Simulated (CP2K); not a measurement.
The system is MoS2.

```
Mo S
1.0
     3.16000    0.00000    0.00000
     1.58000    2.73664    0.00000
    -1.58000   -0.91221    6.15000
Mo S
1 2
Direct
  0.00000 0.00000 0.00000
  0.41700 0.41700 0.25100
  0.25000 0.25000 0.75000
```

Measurements of this composition are mostly on another form, of space group No. 194.

Base run:

- Program: CP2K 2026.2
- Functional: PBE
- Potentials or basis: GTH_POTENTIALS Mo GTH-PBE-q14, S GTH-PBE-q6; DZVP-MOLOPT-SR-GTH basis
- Density cutoff: 6123 eV
- k mesh: 8 × 8 × 8
- Occupations: fermi-dirac, width 0.05 eV
- Spin: no spin polarisation
- Hubbard terms: Mo d U = 2.0 eV

Its results: band gap on the k mesh 0.90 eV, indirect (least direct gap 1.89 eV); largest force 0.610 eV/Å.

**Question.** The run is repeated on the same cell with these changes: hubbard terms from Mo d U = 2.0 eV to none. What comes out?

**Answer.** Band gap on the k mesh 1.05 eV, indirect (least direct gap 2.04 eV); largest force 0.586 eV/Å.

Caveats: the basis of atomic orbitals isn't converged, which shifts pressures, moduli and gaps; this program's U acts on Mulliken populations of all basis functions of the shell, so it isn't the U of plane-wave codes (some runs); energies scatter by some meV and the pressure isn't listed (some runs).

A k mesh can miss the band edges.
